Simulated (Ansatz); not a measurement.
The system is ZrS2.

```xyz
3
Lattice="3.6914 0.0000 0.0000 -1.8457 3.1968 0.0000 0.0000 0.0000 6.0411" Properties=species:S:1:pos:R:3 pbc="T T T"
Zr    0.0000    0.0000    0.0000
S     0.0000    2.1312    1.4372
S     1.8457    1.0656    4.6038
```

The cell is a database's computed one.

```yaml
Program: Ansatz 0.2.0
Task: relaxation of cell and atoms
Functional: PBEsol
Dispersion: D3(BJ)
Potentials_or_basis: Ansatz PAW
Cutoff: "420 eV (not typed: the program's choice for these potentials)"
k_mesh: 8 × 8 × 5
Occupations: fermi-dirac, width 0.05 eV
Spin: no spin polarisation
```

At the start: volume 23.76 Å³/atom.

**Question.** How do energy, volume and symmetry change on relaxing?

**Answer.** It ends after 7 steps and the volume is 20.49 Å³/atom (-13.8 %); space group P-3m1 (No. 164, to 0.05 Å).

Step by step:
```tsv
step	energy change (eV)	largest force (eV/Å)	volume (Å³)
1	0.0000	0.1370	71.29
2	-0.0984	0.0235	61.89
3	-0.1368	0.0817	61.02
4	-0.1381	0.0191	61.86
5	-0.1385	0.0044	61.40
6	-0.1385	0.0000	61.46
7	-0.1379	0.0004	61.46
```

Final structure:
```yaml
crystal:
  lattice:
    - [3.57952, 0.00000, 0.00000]
    - [-1.78976, 3.09996, 0.00000]
    - [0.00000, 0.00000, 5.53900]
  atoms:
    - { symbol: Zr, position: [0.00000, 0.00000, 0.00000] }
    - { symbol: S, position: [0.33333, 0.66667, 0.26461] }
    - { symbol: S, position: [0.66667, 0.33333, 0.73539] }
```

Caveat: the plane-wave basis is chosen anew once the cell has moved, so the energies of steps on either side of that aren't comparable; the PAW data sets come from PBE, with cores solved anew for the run's functional, which leaves a small shift of forces and pressure.
